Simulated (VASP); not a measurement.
The system is InP.

```
CELL_PARAMETERS angstrom
0.00000 2.93050 2.93050
2.93050 0.00000 2.93050
2.93050 2.93050 0.00000
ATOMIC_POSITIONS crystal
In 0.00000 0.00000 0.00000
P 0.25000 0.25000 0.25000
```

| Quantity | Value |
| --- | --- |
| Program | VASP 6.6.1 |
| Task | relaxation of cell and atoms |
| Functional | PBE |
| Potentials or basis | VASP PAW PBE potentials, release 64 (In_d, P) |
| Cutoff | 600 eV |
| k mesh | 8 × 8 × 8 |
| Occupations | gaussian, width 0.03 eV |
| Spin | no spin polarisation |

At the start: pressure 3.3 GPa; volume 25.17 Å³/atom.

Problem. How do energy, volume and symmetry change on relaxing?

Solution. Over 3 steps the energy falls by 12.5 meV/atom and the volume is 26.44 Å³/atom (+5.1 %); space group F-43m (No. 216, to 0.05 Å).

The path:
```tsv
step	energy change (eV)	largest force (eV/Å)	pressure (GPa)	volume (Å³)
1	0.0000	0.0000	3.30	50.33
2	-0.0192	0.0000	-1.39	54.20
3	-0.0251	0.0000	0.01	52.88
```

Final structure:
```yaml
crystal:
  lattice:
    - [0.00000, 2.97915, 2.97915]
    - [2.97915, 0.00000, 2.97915]
    - [2.97915, 2.97915, 0.00000]
  atoms:
    - { symbol: In, position: [0.00000, 0.00000, 0.00000] }
    - { symbol: P, position: [0.25000, 0.25000, 0.25000] }
```
